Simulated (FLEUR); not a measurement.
# Hf (Fm-3m) in FLEUR: notebook, part 2 of 2

FLEUR MaX-R8.1 (later development tree).

**3. Band structure, LDA, spin-orbit coupling, no magnetisation**

inp.xml reads:

```xml
<?xml version="1.0" encoding="UTF-8" standalone="no"?>
<fleurInput fleurInputVersion="0.39">
   <comment>
      Hf                                                                                                  
   </comment>
   <calculationSetup>
      <cutoffs Kmax="4.1" Gmax="12.7" GmaxXC="12.7" numbands="all"/>
      <scfLoop itmax="60" minDistance="0.00001" maxIterBroyd="15" imix="Anderson" alpha="0.05" precondParam="0.0" spinf="2.0" sdNocoIR="T"/>
      <coreElectrons ctail="T" frcor="F" kcrel="0" coretail_lmax="0"/>
      <xcFunctional name="vwn" relativisticCorrections="F"/>
      <magnetism jspins="1"/>
      <soc l_soc="T" theta="0.0" phi="0.0" spav="F"/>
      <expertModes spex="0" secvar="F"/>
      <geometryOptimization l_f="F" forcealpha="1.0" forcemix="BFGS" epsdisp="0.00001" epsforce="0.00001"/>
      <ldaU l_linMix="F" mixParam="0.05" spinf="1.0"/>
   </calculationSetup>
   <cell>
      <bzIntegration valenceElectrons="26.0" mode="hist" fermiSmearingEnergy="0.00183747">
         <kPointListSelection listName="default-1"/>
         <!-- k-points included here -->
         <xi:include xmlns:xi="http://www.w3.org/2001/XInclude" href="kpts.xml"> </xi:include>
      </bzIntegration>
      <!-- symmetry operations included here -->
      <xi:include xmlns:xi="http://www.w3.org/2001/XInclude" href="sym.xml"> </xi:include>
      <bulkLattice scale="1.0">
         <bravaisMatrix>
            <row-1>    0.0000000000000000     4.1951919966120004     4.1951919966120004</row-1>
            <row-2>    4.1951919966120004     0.0000000000000000     4.1951919966120004</row-2>
            <row-3>    4.1951919966120004     4.1951919966120004     0.0000000000000000</row-3>
         </bravaisMatrix>
      </bulkLattice>
   </cell>
   <atomSpecies>
      <species name="Hafnium (Hf)" element="Hf" atomicNumber="72">
         <mtSphere radius="2.66" gridPoints="879" logIncrement="0.015"/>
         <atomicCutoffs lmax="10" lnonsphr="10"/>
         <electronConfig flipSpins="F">
            <coreConfig>(1s1/2) (2s1/2) (2p1/2) (2p3/2) (3s1/2) (3p1/2) (3p3/2) (4s1/2) (3d3/2) (3d5/2) (4p1/2) (4p3/2) (4d3/2) (4d5/2)</coreConfig>
            <valenceConfig>(5s1/2) (5p1/2) (5p3/2) (6s1/2) (4f5/2) (4f7/2) (5d3/2) (5d5/2)</valenceConfig>
            <stateOccupation state="(5d3/2)" spinUp="0.400000" spinDown="0.400000"/>
            <stateOccupation state="(5d5/2)" spinUp="0.600000" spinDown="0.600000"/>
         </electronConfig>
         <energyParameters s="6" p="6" d="5" f="4"/>
         <lo type="SCLO" l="0" n="5" eDeriv="0"/>
         <lo type="SCLO" l="1" n="5" eDeriv="0"/>
         <lo type="SCLO" l="2" n="5" eDeriv="2"/>
         <lo type="SCLO" l="3" n="4" eDeriv="2"/>
      </species>
   </atomSpecies>
   <atomGroups>
      <atomGroup species="Hafnium (Hf)">
         <relPos label="                   1">.0000000000 .0000000000 .0000000000</relPos>
         <force calculate="T" relaxXYZ="TTT"/>
      </atomGroup>
   </atomGroups>
   <output dos="F" band="F" slice="F">
      <checks vchk="F" cdinf="F"/>
      <bandDOS minEnergy="-.5*Htr" maxEnergy="0.5*Htr" sigma="0.015" storeEVData="T"/>
      <vacuumDOS vacdos="F" integ="F" star="F" nstars="0" locx1="0.0" locy1="0.0" locx2="0.0" locy2="0.0" nstm="0" tworkf="0.0"/>
      <unfoldingBand unfoldBand="F" supercellX="1" supercellY="1" supercellZ="1"/>
      <plotting iplot="0" polar="F">
         <plot TwoD="T" vec1="  1.0  0.0  0.0" vec2="  0.0  1.0  0.0" vec3="  0.0  0.0  1.0" zero="  0.0  0.0  0.0" file="plot"/>
      </plotting>
      <chargeDensitySlicing numkpt="0" minEigenval="0.0" maxEigenval="0.0" nnne="0" pallst="F"/>
      <specialOutput eonly="F"/>
      <moessbauerParams electricFieldGradient="T" isomerShift="T" coreHyperfine="T" valenceHyperfine="T"/>
      <magneticCircularDichroism mcd="F" energyLo="-10.0" energyUp="0.0"/>
   </output>
  <!-- We include the file relax.xml here to enable relaxations (see documentation) -->
  <xi:include xmlns:xi="http://www.w3.org/2001/XInclude" href="relax.xml"> <xi:fallback/> </xi:include>
</fleurInput>
```

crystal.txt reads:

```
Hf
&input cartesian=F /
0.0000000000  2.2200000000  2.2200000000
2.2200000000  0.0000000000  2.2200000000
2.2200000000  2.2200000000  0.0000000000
1.8897261246
1.0 1.0 1.0

1
72 0.0000000000  0.0000000000  0.0000000000

&soc 0.0 0.0 /
&kpt div1=8 div2=8 div3=8 gamma=T /
```

inp.xml (bands) reads:

```
<?xml version="1.0" encoding="UTF-8" standalone="no"?>
<fleurInput fleurInputVersion="0.39">
   <comment>
      Hf                                                                                                  
   </comment>
   <calculationSetup>
      <cutoffs Kmax="4.1" Gmax="12.7" GmaxXC="12.7" numbands="all"/>
      <scfLoop itmax="60" minDistance="0.00001" maxIterBroyd="15" imix="Anderson" alpha="0.05" precondParam="0.0" spinf="2.0" sdNocoIR="T"/>
      <coreElectrons ctail="T" frcor="F" kcrel="0" coretail_lmax="0"/>
      <xcFunctional name="vwn" relativisticCorrections="F"/>
      <magnetism jspins="1"/>
      <soc l_soc="T" theta="0.0" phi="0.0" spav="F"/>
      <expertModes spex="0" secvar="F"/>
      <geometryOptimization l_f="F" forcealpha="1.0" forcemix="BFGS" epsdisp="0.00001" epsforce="0.00001"/>
      <ldaU l_linMix="F" mixParam="0.05" spinf="1.0"/>
   </calculationSetup>
   <cell>
      <bzIntegration valenceElectrons="26.0" mode="hist" fermiSmearingEnergy="0.00183747">
         <kPointListSelection listName="path-1"/>
         <!-- k-points included here -->
         <xi:include xmlns:xi="http://www.w3.org/2001/XInclude" href="kpts.xml"> </xi:include>
      </bzIntegration>
      <!-- symmetry operations included here -->
      <xi:include xmlns:xi="http://www.w3.org/2001/XInclude" href="sym.xml"> </xi:include>
      <bulkLattice scale="1.0">
         <bravaisMatrix>
            <row-1>    0.0000000000000000     4.1951919966120004     4.1951919966120004</row-1>
            <row-2>    4.1951919966120004     0.0000000000000000     4.1951919966120004</row-2>
            <row-3>    4.1951919966120004     4.1951919966120004     0.0000000000000000</row-3>
         </bravaisMatrix>
      </bulkLattice>
   </cell>
   <atomSpecies>
      <species name="Hafnium (Hf)" element="Hf" atomicNumber="72">
         <mtSphere radius="2.66" gridPoints="879" logIncrement="0.015"/>
         <atomicCutoffs lmax="10" lnonsphr="10"/>
         <electronConfig flipSpins="F">
            <coreConfig>(1s1/2) (2s1/2) (2p1/2) (2p3/2) (3s1/2) (3p1/2) (3p3/2) (4s1/2) (3d3/2) (3d5/2) (4p1/2) (4p3/2) (4d3/2) (4d5/2)</coreConfig>
            <valenceConfig>(5s1/2) (5p1/2) (5p3/2) (6s1/2) (4f5/2) (4f7/2) (5d3/2) (5d5/2)</valenceConfig>
            <stateOccupation state="(5d3/2)" spinUp="0.400000" spinDown="0.400000"/>
            <stateOccupation state="(5d5/2)" spinUp="0.600000" spinDown="0.600000"/>
         </electronConfig>
         <energyParameters s="6" p="6" d="5" f="4"/>
         <lo type="SCLO" l="0" n="5" eDeriv="0"/>
         <lo type="SCLO" l="1" n="5" eDeriv="0"/>
         <lo type="SCLO" l="2" n="5" eDeriv="2"/>
         <lo type="SCLO" l="3" n="4" eDeriv="2"/>
      </species>
   </atomSpecies>
   <atomGroups>
      <atomGroup species="Hafnium (Hf)">
         <relPos label="                   1">.0000000000 .0000000000 .0000000000</relPos>
         <force calculate="T" relaxXYZ="TTT"/>
      </atomGroup>
   </atomGroups>
   <output dos="F" band="T" slice="F">
      <checks vchk="F" cdinf="F"/>
      <bandDOS minEnergy="-.5*Htr" maxEnergy="0.5*Htr" sigma="0.015" storeEVData="T"/>
      <vacuumDOS vacdos="F" integ="F" star="F" nstars="0" locx1="0.0" locy1="0.0" locx2="0.0" locy2="0.0" nstm="0" tworkf="0.0"/>
      <unfoldingBand unfoldBand="F" supercellX="1" supercellY="1" supercellZ="1"/>
      <plotting iplot="0" polar="F">
         <plot TwoD="T" vec1="  1.0  0.0  0.0" vec2="  0.0  1.0  0.0" vec3="  0.0  0.0  1.0" zero="  0.0  0.0  0.0" file="plot"/>
      </plotting>
      <chargeDensitySlicing numkpt="0" minEigenval="0.0" maxEigenval="0.0" nnne="0" pallst="F"/>
      <specialOutput eonly="F"/>
      <moessbauerParams electricFieldGradient="T" isomerShift="T" coreHyperfine="T" valenceHyperfine="T"/>
      <magneticCircularDichroism mcd="F" energyLo="-10.0" energyUp="0.0"/>
   </output>
  <!-- We include the file relax.xml here to enable relaxations (see documentation) -->
  <xi:include xmlns:xi="http://www.w3.org/2001/XInclude" href="relax.xml"> <xi:fallback/> </xi:include>
</fleurInput>
```

Potentials or basis: all-electron, FLAPW.

Started as:

```bash
$ inpgen -f crystal.txt -profile fastHighL
$ # inp.xml edited to the form shown
$ fleur_MPI
$ fleur_MPI   # second run, on inp.xml (bands)
```

Wall time 6.4 min (1 thread of Arm Neoverse V1, shared host); peak memory 0.16 GiB.

The run converged. Its results:

| Quantity | Value |
| --- | --- |
| Free energy | -410589.2114 eV |
| Band gap along the path | none (metal or under the smearing width) |
| Valence electrons inside the program's atomic spheres | Hf 24.15 (radii Hf 2.66 bohr) |

Levels at the corners of the path, in eV from the Fermi level:
```tsv
point	band 24	band 25	band 26	band 27	band 28	band 29
Γ	-7.26	1.18	1.18	1.18	1.18	1.51
X	-3.37	-2.26	-2.26	2.70	2.70	6.26
W	-1.86	-0.53	-0.53	-0.28	-0.28	2.46
K	-2.32	-1.49	-1.49	0.90	0.90	3.97
Γ	-7.26	1.18	1.18	1.18	1.18	1.51
L	-3.73	0.80	0.80	0.89	0.89	1.24
U	-2.32	-1.49	-1.49	0.90	0.90	3.97
W	-1.86	-0.53	-0.53	-0.28	-0.28	2.46
L	-3.73	0.80	0.80	0.89	0.89	1.24
K	-2.32	-1.49	-1.49	0.90	0.90	3.97
U	-2.32	-1.49	-1.49	0.90	0.90	3.97
X	-3.37	-2.26	-2.26	2.70	2.70	6.26
```

Core levels (eV from the Fermi level):
| atom | levels |
| --- | --- |
| 1 Hf | 1s1/2 -65140.4, 2s1/2 -11130.1, 2p1/2 -10632.9, 2p3/2 -9442.3, 3s1/2 -2531.4, 3p1/2 -2310.6, 3p3/2 -2055.5, 4s1/2 -505.1, 3d3/2 -1680.6, 3d5/2 -1625.0, 4p1/2 -414.7, 4p3/2 -356.1, 4d3/2 -207.2, 4d5/2 -196.5 |
